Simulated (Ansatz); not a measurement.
A plane-wave DFT run in Ansatz 0.2.0 (scalar-relativistic PAW potentials unless the input names others): input and command.

```yaml
crystal:
  lattice:
    - [5.5051169748, 5.5051169748, -5.5051169748]
    - [-5.5051169748, -5.5051169748, -5.5051169748]
    - [-5.5051169748, 5.5051169748, 5.5051169748]
  atoms:
    - { symbol: Ga, position: [0.2525410467, 0.5, 0.2525410467] }
    - { symbol: Ga, position: [0.5, 0.25, 0.25] }
    - { symbol: Ga, position: [0.75, 0.0, 0.25] }
    - { symbol: Ga, position: [0.7474589533, 0.5, 0.7474589533] }
    - { symbol: Ga, position: [0.0, 0.5, 0.4995095606] }
    - { symbol: Ga, position: [0.25, 0.25, 0.5] }
    - { symbol: Ga, position: [0.5004904394, 0.0004904394, 0.5004904394] }
    - { symbol: Ga, position: [0.75, 0.75, 0.5] }
    - { symbol: Ga, position: [1.0, 0.7525410467, 0.2525410467] }
    - { symbol: Ga, position: [0.4995095606, 0.5, 0.0] }
    - { symbol: Ga, position: [0.7474589533, 0.2474589533, 0.0] }
    - { symbol: Ga, position: [0.0, 0.2474589533, 0.7474589533] }
    - { symbol: Ga, position: [0.25, 1.0, 0.75] }
    - { symbol: Ga, position: [0.5, 0.75, 0.75] }
    - { symbol: Ga, position: [0.0, -0.0004904394, 0.0] }
    - { symbol: Ga, position: [0.2525410467, 0.7525410467, 0.0] }
    - { symbol: P, position: [0.2452046971, 0.5, 0.0] }
    - { symbol: P, position: [0.4987416936, 0.2500061722, 0.0] }
    - { symbol: P, position: [0.7500061722, -0.0012583064, 0.0] }
    - { symbol: P, position: [0.7500061722, 0.5, 0.4987416936] }
    - { symbol: P, position: [0.0, 0.5, 0.2452046971] }
    - { symbol: P, position: [0.2499938278, 0.2487355214, 0.2499938278] }
    - { symbol: P, position: [0.5012583064, 0.0012583064, 0.2512644786] }
    - { symbol: P, position: [0.7487355214, 0.7499938278, 0.2499938278] }
    - { symbol: P, position: [0.0, 0.7452046971, 0.0] }
    - { symbol: P, position: [0.4987416936, 0.5, 0.7500061722] }
    - { symbol: P, position: [0.7547953029, 0.2547953029, 0.7547953029] }
    - { symbol: P, position: [0.0, 0.2500061722, 0.4987416936] }
    - { symbol: P, position: [0.2512644786, 0.0012583064, 0.5012583064] }
    - { symbol: P, position: [0.5012583064, 0.7512644786, 0.5012583064] }
    - { symbol: P, position: [0.0, -0.0012583064, 0.7500061722] }
    - { symbol: P, position: [0.2499938278, 0.7499938278, 0.7487355214] }
    - { symbol: H, position: [0.0, 0.5, 0.0] }
  host:
    lattice:
      - [0.0, 2.7525584874, 2.7525584874]
      - [2.7525584874, 0.0, 2.7525584874]
      - [2.7525584874, 2.7525584874, 0.0]
    atoms:
      - { symbol: Ga, position: [0.0, 0.0, 0.0] }
      - { symbol: P, position: [0.25, 0.25, 0.25] }
total_charge: 1
basis:
  ecutwfc: 420
  xc_grid: 2
kpoints:
  mp_grid: { grid: [2, 2, 2], shift: [0.0, 0.0, 0.0] }
hamiltonian:
  xc: pbe
  pseudopotentials: { kind: nc }
scf:
  occupations: { method: gaussian, width: 0.01 }
  max_iter: 100
output:
  forces: true
  eigenvalues: true
magnetization:
  spin_polarized: true
  spin_orbit: true
```

```bash
ansatz run input.yaml --threads 4 --pin off --max-ram 8192MiB --backend cpu --events-out ev --progress --plain --runs-dir out
```

Problem. What is wrong with this input?

Solution. The program refuses it, because of spin-orbit coupling on scalar files and without noncollinear: true (magnetization: not typed → {"spin_polarized": true, "spin_orbit": true}; hamiltonian.pseudopotentials: not typed → {"kind": "nc"}). Without those keys it is accepted.

Abridged log:
```
Error: 2 input errors — fix all and re-run
  1. inconsistent input (magnetization.spin_orbit, magnetization.noncollinear): true requires noncollinear: true — spin–orbit coupling acts on 2-spinor wavefunctions; set both flags
  2. inconsistent input (magnetization.spin_orbit, hamiltonian.pseudopotentials.kind): true requires a fully-relativistic hamiltonian.pseudopotentials.kind (nc_fr or paw_fr), or kind: all_electron without datasets and azcp, which then solves Dirac's equation on LAPW. paw_fr resolves this project's PAW files (source: ansatz) by j as it reads them
```